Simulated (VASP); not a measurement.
# Ti (P6_3/mmc) in VASP: notebook, part 2 of 2

VASP 6.6.1. The steps go on from the part before.

## (3) Relaxation of cell and atoms, PBEsol

INCAR

```
PREC = Accurate
ENCUT = 600
EDIFF = 1E-7
ISMEAR = -1
SIGMA = 0.05
LREAL = False
LASPH = True
NELM = 60
ALGO = Normal
ISIF = 3
LWAVE = False
LCHARG = False
GGA = PS
IBRION = 2
NSW = 60
EDIFFG = -0.01
```

KPOINTS

```
Automatic mesh
0
Gamma
  21 21 12
```

POSCAR

```
Ti
1.0
    2.9500000000      0.0000000000      0.0000000000
   -1.4750000000      2.5547749412      0.0000000000
    0.0000000000      0.0000000000      4.6800000000
Ti
2
Direct
    0.3333333333      0.6666666667      0.2500000000
    0.6666666667      0.3333333333      0.7500000000
```

Potentials or basis: VASP PAW PBE potentials, release 64 (Ti_sv).

Launch:

```bash
$ cat potpaw_PBE.64/Ti_sv/POTCAR > POTCAR
$ mpirun -np 1 vasp_std > vasp.out
```

Run time: 15 min. Hardware: 1 thread of AMD EPYC 7R13 (Zen 3), shared host; peak memory 0.3 GiB.

It converged, with:

```
Free energy                            : -16.6876 eV
Relaxed volume                         : 16.68 Å³/atom
Relaxed cell                           : a = 2.898 Å, b = 2.898 Å, c = 4.586 Å, α = 90.00°, β = 90.00°, γ = 120.00°
Space group after relaxing (to 0.05 Å) : P6_3/mmc (No. 194)
Energy gained by relaxing              : 18.5 meV/atom
Ionic steps                            : 7
Pressure after relaxing                : 0.0 GPa
Band gap on the k mesh                 : none (metal or under the smearing width)
```

Step by step:
| step | energy change (eV) | largest force (eV/Å) | pressure (GPa) | volume (Å³) |
| --- | --- | --- | --- | --- |
| 1 | 0.0000 | 0.0000 | -5.95 | 35.27 |
| 2 | -0.0162 | 0.0000 | 5.16 | 32.03 |
| 3 | -0.0370 | 0.0000 | -0.03 | 33.37 |
| 4 | -0.0370 | 0.0000 | 0.10 | 33.33 |
| 5 | -0.0370 | 0.0000 | -0.06 | 33.38 |
| 6 | -0.0370 | 0.0000 | -0.03 | 33.37 |
| 7 | -0.0371 | 0.0000 | -0.01 | 33.37 |

Final structure:
```xyz
2
Lattice="2.8984 0.0000 0.0000 -1.4492 2.5101 0.0000 0.0000 0.0000 4.5864" Properties=species:S:1:pos:R:3 pbc="T T T"
Ti    0.0000    1.6734    1.1466
Ti    1.4492    0.8367    3.4398
```

Levels at points of the mesh, in eV from the Fermi level:
```
           k point  band 9  band 10  band 11  band 12  band 13  band 14  band 15  band 16
(0.00, 0.00, 0.00)   -6.31    -2.80     0.79     0.79     0.90     0.92     1.32     1.32
(0.00, 0.00, 0.50)   -4.39    -4.39     0.09     0.09     0.69     0.69     0.69     0.69
```

Caveat: the PAW data sets were made with another functional, which shifts forces and pressure a little.

## (4) Relaxation of cell and atoms, LDA

INCAR

```
PREC = Accurate
ENCUT = 600
EDIFF = 1E-6
ISMEAR = -1
SIGMA = 0.05
LREAL = F
LASPH = T
NELM = 100
ALGO = Normal
ISIF = 3
LWAVE = F
LCHARG = F
IBRION = 2
NSW = 40
EDIFFG = -0.005
```

KPOINTS is that of step 3.

POSCAR is that of step 3.

Potentials or basis: VASP PAW LDA potentials, release 64 (Ti_sv).

Launch:

```bash
$ cat potpaw_LDA.64/Ti_sv/POTCAR > POTCAR
$ mpirun -np 1 vasp_std > vasp.out
```

OUTCAR:

```text
PREC = Accurate
   ENCUT = 600
   EDIFF = 1E-6
   ISMEAR = -1
   LREAL = F
   LASPH = T
   NELM = 100
   ISIF = 3
   IBRION = 2
   NSW = 40
   EDIFFG = -0.005

 ion  position               nearest neighbor table
   1  0.333  0.667  0.250-   2 2.89   2 2.89   2 2.89   2 2.89   2 2.89   2 2.89
   2  0.667  0.333  0.750-   1 2.89   1 2.89   1 2.89   1 2.89   1 2.89   1 2.89

  LATTYP: Found a hexagonal cell.
 ALAT       =     2.9500000000
 C/A-ratio  =     1.5864406780

  Lattice vectors:

 A1 = (   2.9500000000,   0.0000000000,   0.0000000000)
 A2 = (  -1.4750000000,   2.5547749412,   0.0000000000)
 A3 = (   0.0000000000,   0.0000000000,   4.6800000000)

Analysis of symmetry for initial positions (statically):
=====================================================================
 Subroutine PRICEL returns:
 Original cell was already a primitive cell.

 Routine SETGRP: Setting up the symmetry group for a
 hexagonal supercell.

 Subroutine GETGRP returns: Found 24 space group operations
 (whereof 12 operations were pure point group operations)
 out of a pool of 24 trial point group operations.

The static configuration has the point symmetry D_3d.
 The point group associated with its full space group is D_6h.

Analysis of symmetry for dynamics (positions and initial velocities):
[... 171 lines left out ...]
  in kB      -96.9188951    -96.9188951   -102.0203696      0.0000000      0.0000000      0.0000000
  external PRESSURE =     -98.6193866 kB  Pullay stress =       0.0000000 kB
[... 131 lines left out ...]
--------------------------------------- Ionic step        5  -------------------------------------------

 number of electron      24.0000009 magnetization

 Free energy of the ion-electron system (eV)
  ---------------------------------------------------
  ext. energy  EPLUGINS =         0.00000000
  ---------------------------------------------------
  free energy    TOTEN  =       -17.10895716 eV

  energy without entropy =      -17.09219630  energy(sigma->0) =      -17.10057673

 E-fermi :   8.9353     XC(G=0): -12.1581

 val. band max:        8.9312554580   @ k =   0.2857   0.2857   0.4167
 cond. band min:       8.9413982695   @ k =   0.0952   0.0476   0.4167
 fundamental gap:      0.0101428115
 Fermi energy:         8.9352674163

 k-point     1 :       0.0000    0.0000    0.0000
  band No.  band energies     occupation
      1     -47.1155      2.00000
      2     -46.9185      2.00000
      3     -24.1928      2.00000
      4     -23.3559      2.00000
      5     -23.3559      2.00000
      6     -23.2576      2.00000
[... 433 lines left out ...]
      3     -24.0258      2.00000
      4     -23.6471      2.00000
      5     -23.5713      2.00000
      6     -23.4314      2.00000
[... 8 lines left out ...]
     15      10.2580      0.00000
     16      10.8523      0.00000

 [... further k-points ...]

------------------------ aborting loop because EDIFF is reached ----------------------------------------

  FORCE on cell =-STRESS in cart. coord.  units (eV):
  Direction    XX          YY          ZZ          XY          YZ          ZX
  --------------------------------------------------------------------------------------
  -------------------------------------------------------------------------------------
  Total        0.0024789      0.0024789      0.0009469      0.0000000      0.0000000     -0.0000000
  in kB        0.1234957      0.1234957      0.0471729      0.0000000      0.0000000     -0.0000000
  external PRESSURE =       0.0980548 kB  Pullay stress =       0.0000000 kB
[... 17 lines left out ...]
  FREE ENERGIE OF THE ION-ELECTRON SYSTEM (eV)
  ---------------------------------------------------
  free  energy   TOTEN  =       -17.1089571577 eV

  energy  without entropy=      -17.0921963000  energy(sigma->0) =      -17.10057673

 reached required accuracy - stopping structural energy minimisation
```

CONTCAR:

```text
Ti
   1.00000000000000
     2.8621717884811142   -0.0000000000000000    0.0000000000000000
    -1.4310858942405571    2.4787134788524816   -0.0000000000000000
     0.0000000000000000    0.0000000000000000    4.5331491899240710
  Ti
     2
Direct
     0.3333333332999970    0.6666666667000030    0.2500000000000000
     0.6666666667000030    0.3333333332999970    0.7500000000000000

  0.00000000E+00  0.00000000E+00  0.00000000E+00
  0.00000000E+00  0.00000000E+00  0.00000000E+00
```

Wall time 3.9 min (1 thread of Intel Xeon 6975P-C (Granite Rapids), shared host); peak memory 0.31 GiB.

Results:

```
Free energy                            : -17.1090 eV
Relaxed volume                         : 16.08 Å³/atom
Relaxed cell                           : a = 2.862 Å, b = 2.862 Å, c = 4.533 Å, α = 90.00°, β = 90.00°, γ = 120.00°
Space group after relaxing (to 0.05 Å) : P6_3/mmc (No. 194)
Energy gained by relaxing              : 51.6 meV/atom
Ionic steps                            : 5
Pressure after relaxing                : 0.0 GPa
Band gap on the k mesh                 : none (metal or under the smearing width)
```

Step by step:
```csv
step,energy change (eV),largest force (eV/Å),pressure (GPa),volume (Å³)
1,0.0000,0.0000,-9.86,35.27
2,-0.0411,0.0000,9.74,30.01
3,-0.1031,0.0000,-0.06,32.18
4,-0.1031,0.0000,0.10,32.12
5,-0.1031,0.0000,0.01,32.16
```

Final structure:
```
Ti
1.0
     2.86217    0.00000    0.00000
    -1.43109    2.47871    0.00000
     0.00000    0.00000    4.53315
Ti
2
Cartesian
  0.0000 1.6525 1.1333
  1.4311 0.8262 3.3999
```

## (5) Relaxation of cell and atoms, PBE

INCAR

```
PREC = Accurate
ENCUT = 600
EDIFF = 1E-7
ISMEAR = -1
SIGMA = 0.05
LREAL = F
LASPH = T
NELM = 100
ALGO = Fast
ISIF = 3
LWAVE = F
LCHARG = F
GGA = PE
IBRION = 2
NSW = 40
EDIFFG = -0.01
```

KPOINTS

```
regular mesh
0
Gamma
  21 21 12
```

POSCAR is that of step 4.

Potentials or basis: VASP PAW PBE potentials, release 64 (Ti_sv).

Launch:

```bash
$ cat potpaw_PBE.64/Ti_sv/POTCAR > POTCAR
$ mpirun -np 1 vasp_std > vasp.out
```

Run time: 27 min. Hardware: 1 thread of AMD EPYC 9R45 (Zen 5), shared host; peak memory 0.31 GiB.

Results (log left out):

```
Free energy                            : -15.6802 eV
Relaxed volume                         : 17.36 Å³/atom
Relaxed cell                           : a = 2.937 Å, b = 2.937 Å, c = 4.648 Å, α = 90.00°, β = 90.00°, γ = 120.00°
Space group after relaxing (to 0.05 Å) : P6_3/mmc (No. 194)
Energy gained by relaxing              : 1.6 meV/atom
Ionic steps                            : 6
Pressure after relaxing                : -0.1 GPa
Band gap on the k mesh                 : none (metal or under the smearing width)
```

The path:
```csv
step,energy change (eV),largest force (eV/Å),pressure (GPa),volume (Å³)
1,0.0000,0.0000,-1.82,35.27
2,-0.0012,0.0000,1.41,34.26
3,-0.0032,0.0000,0.04,34.71
4,-0.0032,0.0000,-0.04,34.72
5,-0.0032,0.0000,-0.06,34.72
6,-0.0032,0.0000,-0.06,34.72
```

Final structure:
```
Ti
1.0
     2.93707    0.00000    0.00000
    -1.46853    2.54357    0.00000
     0.00000    0.00000    4.64757
Ti
2
Direct
  0.33333 0.66667 0.25000
  0.66667 0.33333 0.75000
```

Levels at points of the mesh, in eV from the Fermi level:
```csv
k point,band 8,band 9,band 10,band 11,band 12,band 13,band 14,band 15,band 16
"(0.00, 0.00, 0.00)",-32.71,-6.22,-2.69,0.77,0.77,0.77,0.89,1.27,1.27
"(0.00, 0.00, 0.50)",-32.76,-4.35,-4.35,0.08,0.08,0.67,0.67,0.67,0.67
```

## (6) The runs side by side

| level | potentials or basis | gap on the mesh (eV) | pressure (GPa) | relaxed volume (Å³/atom) |
| --- | --- | --- | --- | --- |
| r2SCAN | VASP PAW PBE potentials, release 64 (Ti_sv) | none | 0.0 | 17.37 |
| PBEsol | VASP PAW PBE potentials, release 64 (Ti_sv) | none | 0.0 | 16.68 |
| LDA | VASP PAW LDA potentials, release 64 (Ti_sv) | none | 0.0 | 16.08 |
| PBE | VASP PAW PBE potentials, release 64 (Ti_sv) | none | -0.1 | 17.36 |

Alike in all rows: task relaxation of cell and atoms; no spin polarisation; cell relaxed; k mesh 21 × 21 × 12; cutoff (eV) 600; smearing fermi-dirac 0.05 eV.

Caveats: the PAW data sets were made with another functional, which shifts forces and pressure a little (some runs).

Total energies depend on the potentials used, so only differences within one code and one set of settings carry meaning.
